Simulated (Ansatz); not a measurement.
PbF2 (Fluorocronite):

```
CELL_PARAMETERS angstrom
0.00000 2.96366 2.96366
2.96366 0.00000 2.96366
2.96366 2.96366 0.00000
ATOMIC_POSITIONS crystal
Pb 0.00000 0.00000 0.00000
F 0.75000 0.75000 0.75000
F 0.25000 0.25000 0.25000
```

Base run:

- Program: Ansatz 0.2.0
- Functional: LDA
- Potentials or basis: Ansatz PAW
- Cutoff: 420 eV
- Density cutoff: 1680 eV
- k mesh: 6 × 6 × 6
- Occupations: fermi-dirac, width 0.05 eV
- Spin: spin-orbit coupling, no magnetisation

Its results: band gap on the k mesh 3.91 eV, indirect (least direct gap 4.04 eV); pressure -4.6 GPa.

**Question.** After a change of settings the same cell gave: band gap on the k mesh 4.06 eV, indirect (least direct gap 4.18 eV); pressure 2.6 GPa. Which change was it?
A. functional from LDA to PBEsol; k mesh from 6 × 6 × 6 to 8 × 8 × 8
B. functional from LDA to PBEsol
C. functional from LDA to PBE
D. k mesh from 6 × 6 × 6 to 8 × 8 × 8; spin from spin-orbit coupling, no magnetisation to no spin polarisation; potential files from those of the base run to others of the same set

**Answer.** C.

PBE binds less tightly than LDA, so the same cell stands under more pressure.

Caveats: the PAW data sets come from PBE, with cores solved anew for the run's functional, which leaves a small shift of forces and pressure (some runs).

Not every run made on this cell is shown here.
